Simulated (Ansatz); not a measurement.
## BN (wurtzite): the band gap by level of theory

All numbers come from Ansatz. (Simulation; spin polarisation is off.)

Structure: BN (wurtzite), at its r2SCAN minimum. It is hexagonal, P6_3mc (No. 186); a = 2.544 Å, c = 4.208 Å in the conventional setting, 5.90 Å³ an atom. Around B lie 4 N at 1.56–1.58 Å; around N lie 4 B at 1.56–1.58 Å.

```
B N
1.0
     2.54395    0.00000    0.00000
    -1.27198    2.20313    0.00000
     0.00000    0.00000    4.20782
B N
2 2
Direct
  0.33333 0.66667 0.00020
  0.66667 0.33333 0.50020
  0.33333 0.66667 0.37480
  0.66667 0.33333 0.87480
```

Relaxed lattice by functional, symmetry kept:

| functional | k mesh | a (Å) | c (Å) | volume (Å³/atom) |
| --- | --- | --- | --- | --- |
| PBE | 12×12×6 | 2.554 | 4.224 | 5.97 |
| r2SCAN | 12×12×6 | 2.544 | 4.208 | 5.90 |

Gaps on the r2SCAN cell, each the least over its mesh and the special points:
```csv
level,k mesh,gap (eV),kind,edges,least direct gap (eV),rough cost
PBE,12×12×6,5.21,indirect,Γ → K,8.30,4 core-seconds
r2SCAN,12×12×6,5.75,indirect,Γ → K,9.00,7 core-seconds
HSE06,9×9×4,6.53,indirect,Γ → K,9.96,80 core-seconds
PBE0,9×9×4,7.29,indirect,Γ → K,10.73,80 core-seconds
"G0W0@PBE (70 empty bands, 120 eV, 6×6×4)",6×6×4,6.60,–,Γ → K (mesh),–,30 core-seconds
```
PBE: smearing of 0.02 eV; the others have fixed occupations.
Wave cutoffs: 420 eV, 500 eV (r2SCAN).
The G0W0 gap is PBE's gap over the path plus the quasiparticle shift read on the mesh. The G0W0 figures hold for the stated bands, cutoff and mesh and aren't extrapolated.
Costs come from shared machines and give only the order; PBE's includes the band path. The runs had 2 threads of Arm Neoverse V1, with other jobs on the host.

With HSE06 the valence top lies at Γ and the conduction bottom at K, 6.53 eV higher; the smallest vertical gap, at Γ–M (0.22 of the way from Γ), is 9.96 eV. With r2SCAN, at Γ the top three valence levels group as 2+1 from the top, spread over 271 meV.

r2SCAN covers 41 % of the step from PBE to HSE06, while HSE06 needs about 11 times r2SCAN's cost (on a coarser mesh). Among these functionals the gap stays indirect.

r2SCAN (ground state on 9×9×6): The clamped-ion dielectric constant comes out as 4.41 along x and y, 4.56 along z. Born charges, averaged over directions: B +1.96, N -1.96 e.

The meshes of the hybrids are coarse, so their gaps aren't converged to the digits shown.

The splittings at Γ are without spin-orbit coupling, which regroups them where it is of like size or larger.
